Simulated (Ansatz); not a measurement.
Ir:

```
Ir
1.0
     0.00000    1.91560    1.91560
     1.91560    0.00000    1.91560
     1.91560    1.91560    0.00000
Ir
1
Direct
  0.00000 0.00000 0.00000
```

* Program: Ansatz 0.2.0
* Task: relaxation of cell and atoms
* Functional: RPBE
* Dispersion: D3(BJ)
* Potentials or basis: Ansatz PAW
* Cutoff: 420 eV (not typed: the program's choice for these potentials)
* k mesh: 12 × 12 × 12
* Occupations: fermi-dirac, width 0.05 eV
* Spin: no spin polarisation

At the start: volume 14.06 Å³/atom.

Task: Where does the relaxation end?

Result: It ends after 8 steps and the volume is 12.97 Å³/atom (-7.8 %); space group Fm-3m (No. 225, to 0.05 Å).

Step by step:
```csv
step,energy change (eV),largest force (eV/Å),volume (Å³)
1,0.0000,0.0000,14.06
2,-0.0173,0.0000,12.08
3,-0.1221,0.0000,13.10
4,-0.1245,0.0000,12.98
5,-0.1245,0.0000,12.96
6,-0.1234,0.0000,12.96
7,-0.1234,0.0000,12.97
8,-0.1234,0.0000,12.97
```

Final structure:
```
CELL_PARAMETERS angstrom
0.00000 1.86470 1.86470
1.86470 0.00000 1.86470
1.86470 1.86470 0.00000
ATOMIC_POSITIONS crystal
Ir 0.00000 0.00000 0.00000
```

Caveat: the plane-wave basis is chosen anew once the cell has moved, so the energies of steps on either side of that aren't comparable; the PAW data sets come from PBE, with cores solved anew for the run's functional, which leaves a small shift of forces and pressure.
